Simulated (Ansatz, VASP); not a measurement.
Two plane-wave programs on CaF2 (Fluorite)

File INCAR:

```
SYSTEM = CaF2
  PREC = Accurate
  ENCUT = 520
  EDIFF = 1E-6
  ISMEAR = 0
  SIGMA = 0.02
  LREAL = .FALSE.
  LASPH = .TRUE.
  NELM = 80
  ALGO = Normal
  ISIF = 2
  LWAVE = .FALSE.
  LCHARG = .FALSE.
  GGA = PE
  NBANDS = 19
```

Contents of KPOINTS:

```
regular mesh
0
G
  8 8 8
  0 0 0
```

Contents of POSCAR:

```
CaF2
1.0
    0.0000000000      2.7552132234      2.7552132234
    2.7552132234      0.0000000000      2.7552132234
    2.7552132234      2.7552132234      0.0000000000
Ca F
1 2
Direct
    0.0000000000      0.0000000000      0.0000000000
    0.2500000000      0.2500000000      0.2500000000
    0.7500000000      0.7500000000      0.7500000000
```

Input for Ansatz:

```yaml
crystal:
  lattice:
    - [0.0, 2.755213228, 2.755213228]
    - [2.755213228, 0.0, 2.755213228]
    - [2.755213228, 2.755213228, 0.0]
  atoms:
    - { symbol: Ca, position: [0.0, 0.0, 0.0] }
    - { symbol: F, position: [0.25, 0.25, 0.25] }
    - { symbol: F, position: [0.75, 0.75, 0.75] }
basis:
  ecutwfc: 420
kpoints:
  mp_grid: { grid: [8, 8, 8] }
hamiltonian:
  xc: pbe
scf:
  occupations: { method: gaussian, width: 0.02 }
output:
  forces: false
  stress: false
  eigenvalues: true
  eigenstates:
    kpoints:
      - [0.0, 0.5, 0.5]
      - [0.0, 0.508770116, 0.508770116]
      - [0.0, 0.491229884, 0.491229884]
      - [0.008770116, 0.5, 0.508770116]
      - [-0.008770116, 0.5, 0.491229884]
      - [0.008770116, 0.508770116, 0.5]
      - [-0.008770116, 0.491229884, 0.5]
      - [0.006201409, 0.506201409, 0.512402817]
      - [-0.006201409, 0.493798591, 0.487597183]
      - [0.006201409, 0.512402817, 0.506201409]
      - [-0.006201409, 0.487597183, 0.493798591]
      - [0.012402817, 0.506201409, 0.506201409]
      - [-0.012402817, 0.493798591, 0.493798591]
      - [0.010126858, 0.510126858, 0.510126858]
      - [-0.010126858, 0.489873142, 0.489873142]
      - [0.0, 0.0, 0.0]
      - [0.0, 0.008770116, 0.008770116]
      - [0.0, -0.008770116, -0.008770116]
      - [0.008770116, 0.0, 0.008770116]
      - [-0.008770116, 0.0, -0.008770116]
      - [0.008770116, 0.008770116, 0.0]
      - [-0.008770116, -0.008770116, 0.0]
      - [0.006201409, 0.006201409, 0.012402817]
      - [-0.006201409, -0.006201409, -0.012402817]
      - [0.006201409, 0.012402817, 0.006201409]
      - [-0.006201409, -0.012402817, -0.006201409]
      - [0.012402817, 0.006201409, 0.006201409]
      - [-0.012402817, -0.006201409, -0.006201409]
      - [0.010126858, 0.010126858, 0.010126858]
      - [-0.010126858, -0.010126858, -0.010126858]
    e_range: [-8.644258, 8.644258]
checkpoint:
  read: start.run
  write: ck
  compress: false
  write_wavefunctions: false
  write_every: 100000
```

Alike in both runs: task single point; functional PBE; k mesh 8 × 8 × 8; occupations gaussian, width 0.02 eV; no spin polarisation.

```csv
,VASP,Ansatz
version,VASP 6.6.1,Ansatz 0.2.0
potentials or method,"VASP PAW PBE potentials, release 64 (Ca_sv, F)","scalar-relativistic, plane waves, PAW"
plane-wave cutoff (eV),520,420
valence electrons in the cell,24,24
```

```csv
,VASP,Ansatz,Ansatz less VASP
gap on the k mesh at the Fermi level (eV),7.12,7.14,+0.022
least direct gap on the mesh (eV),7.37,7.40,+0.022
```

A k mesh can miss the band edges. As with any semilocal functional, this PBE gap is likely too small.
